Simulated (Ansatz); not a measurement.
BeO (wurtzite, space group No. 186), the program Ansatz at the LDA level (PAW), all energies at zero smearing, with the estimated change up to a 700 eV cutoff added, with one set of potentials and settings (totals compare only within such a set). Cell of 4 atoms (2 Be, 2 O): -1293.543 eV.

```
element                            reference phase  E (eV/atom)
-------  -----------------------------------------  -----------
Be                   P6_3/mmc, 2 atoms in the cell     -88.2330
O        C2/m, 4 atoms in the cell, spin-polarised    -552.6518
```

Formation energy per atom, worked out: (-1293.543 − 2×(-88.2330) − 2×(-552.6518))/4 = -2.943 eV/atom (-284 kJ per mol of atoms), at 0 K, without zero-point energy or fitted corrections.

Space group P6_3mc (wurtzite). Symmetry was held in the LDA relaxation; phonons on a q-mesh show no instability. The references are the lowest solids computed at this level, not always the standard phases (solids in place of the gases).

Potentials: the later of the program's two PAW sets.
